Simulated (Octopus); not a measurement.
# TiC (Fm-3m) in Octopus: reference runs

Aim: a first look at TiC with PBEsol, on the cell as given.

Program: Octopus 16.4. These are calculated values, not measurements. Logs are shortened: lines on timing, memory, paths and dates and some standing lists are left out, and cuts for length are marked.

**1. The structure**

It takes space group Fm-3m (No. 225, cubic). Conventional cell: a = 4.331 Å, b = 4.331 Å, c = 4.331 Å, α = 90.00°, β = 90.00°, γ = 90.00°. Ti (site symmetry m-3m) has 6 C at 2.17 Å as nearest neighbours. C (site symmetry m-3m) is surrounded by 6 Ti at 2.17 Å.

The cell is a database's computed one.

**2. Single point, PBEsol**

Contents of inp:

```
CalculationMode = gs
UnitsOutput = eV_Angstrom
PeriodicDimensions = 3
ExperimentalFeatures = yes
PseudopotentialSet = pseudodojo_pbesol
%LatticeParameters
 1*angstrom | 1*angstrom | 1*angstrom
%
%LatticeVectors
 0 | 2.1657188437 | 2.1657188437
 2.1657188437 | 0 | 2.1657188437
 2.1657188437 | 2.1657188437 | 0
%
%ReducedCoordinates
 "Ti" | 0 | 0 | 0
 "C" | 0.5 | 0.5 | 0.5
%
%Spacing
 0.13316474*angstrom | 0.13316474*angstrom | 0.13316474*angstrom
%
DerivativesOrder = 8
%KPointsGrid
 11 | 11 | 11
%
KPointsUseSymmetries = yes
XCFunctional = gga_x_pbe_sol + gga_c_pbe_sol
SmearingFunction = fermi_dirac
Smearing = 0.05*eV
ExtraStates = 8
Eigensolver = chebyshev_filter
ConvRelDens = 3e-7
MaximumIter = 120
```

Potentials or basis: pseudodojo_pbesol (PseudoDojo 0.4, PBEsol).

Launch:

```bash
$ OMP_NUM_THREADS=1 octopus > out.log
```

out.log:

```text
Running octopus

[... 13 lines left out ...]

Input: [AllElectronType = no]
Input: [PseudopotentialSet = pseudodojo_pbesol]
Reading Coordinates from ReducedCoordinates block

****************************** Species *******************************
  Species 'Ti'
    type             : pseudopotential
    file             : 'Ti.upf'
    file format      : UPF2
    valence charge   : 12.0
    atomic number    :  22
    form on file     : kleinman-bylander
    lmax             : 2
    llocal           : -1
    projectors per l : 2
    total projectors : 6
    application form : kleinman-bylander
    orbitals         : 10
    bound orbitals   : 10

  Species 'C'
    type             : pseudopotential
    file             : 'C.upf'
    file format      : UPF2
    valence charge   : 4.0
    atomic number    :   6
    form on file     : kleinman-bylander
    lmax             : 1
    llocal           : -1
    projectors per l : 2
    total projectors : 4
    application form : kleinman-bylander
    orbitals         :  4
    bound orbitals   :  4

**********************************************************************

***************************** Symmetries *****************************
Space group No.  225
International: Fm-3m
Schoenflies: Oh^5
Info: The system has    48 symmorphic symmetries that can be used.
  Index                Rotation matrix                      Fractional translations
    1 :     1   0   0     0   1   0     0   0   1      0.000000    0.000000    0.000000
    2 :    -1   0   0     0  -1   0     0   0  -1      0.000000    0.000000    0.000000
    3 :     1   0  -1     1   0   0     1  -1   0      0.000000    0.000000    0.000000
    4 :    -1   0   1    -1   0   0    -1   1   0      0.000000    0.000000    0.000000
    5 :     0   1  -1     1   0  -1     0   0  -1      0.000000    0.000000    0.000000
    6 :     0  -1   1    -1   0   1     0   0   1      0.000000    0.000000    0.000000
[... 40 lines left out ...]
   47 :     0   1  -1    -1   1   0     0   1   0      0.000000    0.000000    0.000000
   48 :     0  -1   1     1  -1   0     0  -1   0      0.000000    0.000000    0.000000
[... 252 lines left out ...]
      1       5      -47.184062    2.000000   ( 9.5E-05)
      1       6      -47.182449    2.000000   ( 9.0E-05)
      1      10      -47.173881    2.000000   ( 6.4E-05)
      1       7      -47.169546    2.000000   ( 8.4E-05)
[... 23 lines left out ...]
     16      10       26.930982    0.000000   ( 9.6E-02)
     16       3       27.201143    0.000000   ( 1.4E-01)
     16      49       27.322369    0.000000   ( 1.5E-01)
     16       2       27.492170    0.000000   ( 1.4E-01)
     16      47       27.495264    0.000000   ( 1.8E-01)
     16       6       27.657806    0.000000   ( 1.4E-01)
     16       4       28.008769    0.000000   ( 1.2E-01)
     16       1       28.117326    0.000000   ( 1.5E-01)

Density of states:

----------------------%-----------------------------------------------
----------------------%-------------------------------%---------------
----------------------%-------------------------------%---------------
----------------------%-------------------------------%---------------
---------------------%%------------------------%------%---------------
%--------------------%%------------------------%------%---------------
%--------------------%%-----------------------%%-----%%-%%-----%------
%--------------------%%-----------------%----%%%%---%%%-%%-----%%-----
%--------------------%%----------------%%----%%%%---%%%%%%---%-%%-----
%--------------------%%----------------%%---%%%%%-%%%%%%%%-%%%-%%%%%--
                                                 ^

Fermi energy =     6.474196 eV

**********************************************************************

*********************** SCF CYCLE ITER #    2 ************************
 etot  = -1.79779296E+03 abs_ev   =  1.52E+01 rel_ev   =  6.36E-02
 ediff =        2.49E+00 abs_dens =  2.25E+00 rel_dens =  1.41E-01
Matrix vector products: 1400
Converged eigenvectors: 0
[... 151 lines left out ...]
*********************** SCF CYCLE ITER #   15 ************************
 etot  = -1.77889359E+03 abs_ev   =  4.53E-06 rel_ev   =  1.93E-08
 ediff =        8.56E-08 abs_dens =  2.48E-07 rel_dens =  1.55E-08
Matrix vector products: 1400
Converged eigenvectors: 505

#  State  KPoint  Eigenvalue [eV]  Occupation    Error
      1       1      -49.473242    2.000000   ( 1.3E-08)
      1       2      -49.467298    2.000000   ( 1.3E-08)
      1       3      -49.465317    2.000000   ( 1.3E-08)
      1       4      -49.458008    2.000000   ( 1.3E-08)
      1       5      -49.452684    2.000000   ( 1.3E-08)
      1       6      -49.451316    2.000000   ( 1.3E-08)
      1      10      -49.444023    2.000000   ( 1.3E-08)
      1       7      -49.440348    2.000000   ( 1.5E-08)
[... 23 lines left out ...]
     16       8       24.495482    0.000000   ( 2.1E-02)
     16       4       25.452243    0.000000   ( 1.5E-02)
     16       5       25.527076    0.000000   ( 1.9E-02)
     16       6       25.707820    0.000000   ( 1.8E-02)
     16      10       25.810842    0.000000   ( 1.1E-02)
     16       3       26.152928    0.000000   ( 9.7E-03)
     16       2       26.506888    0.000000   ( 1.5E-02)
     16       1       26.706379    0.000000   ( 1.2E-02)

Density of states:

---------------------%------------------------------------------------
---------------------%------------------------------------------------
---------------------%--------------------------------%---------------
---------------------%--------------------------------%---------------
---------------------%---------------------------%----%---------%-----
%--------------------%%--------------------------%----%---------%-----
%--------------------%%-------------------------%%---%%---------%-----
%--------------------%%-------------------%-----%%---%%%%%------%-----
%--------------------%%-------------------%----%%%%-%%%%%%%---%%%%----
%--------------------%%------------------%%%--%%%%%%%%%%%%%-%%%%%%%---
                                                   ^

Fermi energy =     6.890916 eV

**********************************************************************

Info: SCF converged in   15 iterations

** Warning:
**   Some of the states are not fully converged!

Info: Number of matrix-vector products:      21000
Info: Finished writing information to 'restart/gs'.

Octopus emitted 19 warnings.
```

It took 3.6 min on 1 thread of Arm Neoverse V2, shared host; peak memory 0.79 GiB.

Results:

```yaml
Free_energy: -1778.8960 eV
Band_gap_on_the_k_mesh: none (metal or under the smearing width)
```

Levels at points of the mesh, in eV from the Fermi level:
| k point | band 4 | band 5 | band 6 | band 7 | band 8 | band 9 | band 10 | band 11 | band 12 | band 13 |
| --- | --- | --- | --- | --- | --- | --- | --- | --- | --- | --- |
| (0.00, 0.00, 0.00) | -32.51 | -12.44 | 0.62 | 0.62 | 0.62 | 1.64 | 1.64 | 1.64 | 1.70 | 1.70 |
